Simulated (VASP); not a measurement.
Input of a VASP 6.6.1 run:

File INCAR:

```
  ALGO = Fast
  DIPOL = 0.5 0.5 0.500
  EDIFF = 1E-7
  ENCUT = 520
  GGA = PS
  IDIPOL = 3
  ISIF = 2
  ISMEAR = 0
  LASPH = True
  LCHARG = False
  LDIPOL = True
  LREAL = False
  LWAVE = False
  NBANDS = 45
  NELM = 100
  PREC = Accurate
  SIGMA = 0.1
```

Contents of KPOINTS:

```
k-points
0
Gamma
  15 15 1
```

POSCAR

```
Cr
1.0
    2.4371427746      0.0000000000      0.0000000000
   -0.8123809249      2.2977602435      0.0000000000
    0.0000000000      0.0000000000     24.9495937134
Cr
6
Direct
    0.5000000000      0.5000000000      0.3006060975
    0.0000000000      0.0000000000      0.3803636585
    0.5000000000      0.5000000000      0.4601212195
    0.0000000000      0.0000000000      0.5398787805
    0.5000000000      0.5000000000      0.6196363415
    0.0000000000      0.0000000000      0.6993939025
```

Potentials or basis: VASP PAW PBE potentials, release 64 (Cr_pv).

Launch:

```console
$ cat potpaw_PBE.64/Cr_pv/POTCAR > POTCAR
$ mpirun -np 1 vasp_std > vasp.out
```

Estimate the band gap on the k mesh.

none (metal or under the smearing width).

Estimate the largest force.

0.518 eV/Å.

Forces in eV/Å, atoms in the order of the input:
```
Cr   0.000  0.000  0.518
Cr   0.000  0.000 -0.508
Cr   0.000  0.000  0.024
Cr   0.000  0.000 -0.024
Cr   0.000  0.000  0.508
Cr   0.000  0.000 -0.518
```

Caveat: the PAW data sets were made with another functional, which shifts forces and pressure a little; the run has no spin polarisation, though such a crystal can be magnetic. Spin polarisation is off, so any magnetic state and its effect on volume and gap are missing.
